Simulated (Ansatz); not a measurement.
# YN: response to strain

YN is deformed so: zz strain of +2 %. What stress and forces result, by LAPW, PAW and all-electron datasets made for the crystal?

Method: DFT LDA, scalar-relativistic, in Ansatz 0.2.0.

### Step 1. Starting point

The structure is cubic, space group Fm-3m (No. 225). Conventional cell: a = 4.877 Å, b = 4.877 Å, c = 4.877 Å, α = 90.00°, β = 90.00°, γ = 90.00°. Y (site symmetry m-3m) is surrounded by 6 N at 2.44 Å. N (site symmetry m-3m) has 6 Y at 2.44 Å as nearest neighbours.

Coordinates:

```
CELL_PARAMETERS angstrom
0.00000 2.43850 2.43850
2.43850 0.00000 2.43850
2.43850 2.43850 0.00000
ATOMIC_POSITIONS crystal
Y 0.00000 0.00000 0.00000
N 0.50000 0.50000 0.50000
```

Atoms are numbered in the order of the input: Y1, N2.

### Step 2. After the deformation

Space group Fm-3m before, I4/mmm after.

### Step 3. All-electron LAPW

Input file input.yaml:

```yaml
crystal:
  lattice:
    - [0.0, 2.4385, 2.48727]
    - [2.4385, 0.0, 2.48727]
    - [2.4385, 2.4385, 0.0]
  atoms:
    - { symbol: "Y", position: [0.0, 0.0, 0.0] }
    - { symbol: "N", position: [0.5, 0.5, 0.5] }
kpoints:
  mp_grid: { grid: [11, 11, 11] }
  band_path:
    path:
      - [0.0, 0.0, 0.0]
      - [0.0, 0.5, 0.5]
      - [0.25, 0.75, 0.5]
      - [0.0, 0.5, 0.0]
      - [0.0, 0.0, 0.0]
      - [0.5, 0.5, 0.0]
      - [0.3701460977, 0.6298539023, 0.0]
      - [-0.3701460977, 0.3701460977, 0.0]
      - [0.0, 0.0, 0.0]
    npoints: 5
scf:
  occupations: { method: fermi_dirac, width: 0.03 }
hamiltonian:
  xc: lda
  pseudopotentials: { kind: all_electron, lapw: { basis_error: 0.001 } }
output:
  forces: true
  stress: true
  eigenvalues: true
```

Launch:

```
$ ansatz run input.yaml --threads 1 --pin off --max-ram 3072MiB --backend cpu --events-out ev --progress --plain --runs-dir out
```

### Step 4. Frozen-core PAW

Input file input.yaml:

```yaml
crystal:
  lattice:
    - [0.0, 2.4385, 2.48727]
    - [2.4385, 0.0, 2.48727]
    - [2.4385, 2.4385, 0.0]
  atoms:
    - { symbol: "Y", position: [0.0, 0.0, 0.0] }
    - { symbol: "N", position: [0.5, 0.5, 0.5] }
kpoints:
  mp_grid: { grid: [11, 11, 11] }
scf:
  occupations: { method: fermi_dirac, width: 0.03 }
hamiltonian:
  xc: lda
  pseudopotentials: { kind: paw }
output:
  forces: true
  stress: true
  eigenvalues: true
  efg: { contact_densities: true }
  write_density: true
  write_potential: true
  elf: true
  volumetric_format: npy
```

### Step 5. Datasets made for this crystal

Changes to input.yaml since step 4:

```diff
@@ -14,3 +14,3 @@
   xc: lda
-  pseudopotentials: { kind: paw }
+  pseudopotentials: { kind: all_electron, datasets: crystal }
 output:
@@ -20,5 +20 @@
   efg: { contact_densities: true }
-  write_density: true
-  write_potential: true
-  elf: true
-  volumetric_format: npy
```

(Steps that only read results are left out.)

Before running it: what results should come out? Wanted: pressure; largest shear or deviatoric stress.

**Answer**, as computed:

| quantity | value |
| --- | --- |
| pressure | LAPW -8.78, PAW -8.82, crystal datasets -8.78 GPa |
| largest shear or deviatoric stress (LAPW) | 2.72 GPa |

What this shows: The largest part of the stress beyond the pressure is 2.72 GPa in size, in the zz component; the atoms are carried along and not relaxed. No run of the undeformed cell stands beside it, so the pressure holds what the given cell had before the change. PAW: stress within 0.04 GPa of LAPW. Crystal datasets: stress within 0.01 GPa of LAPW.
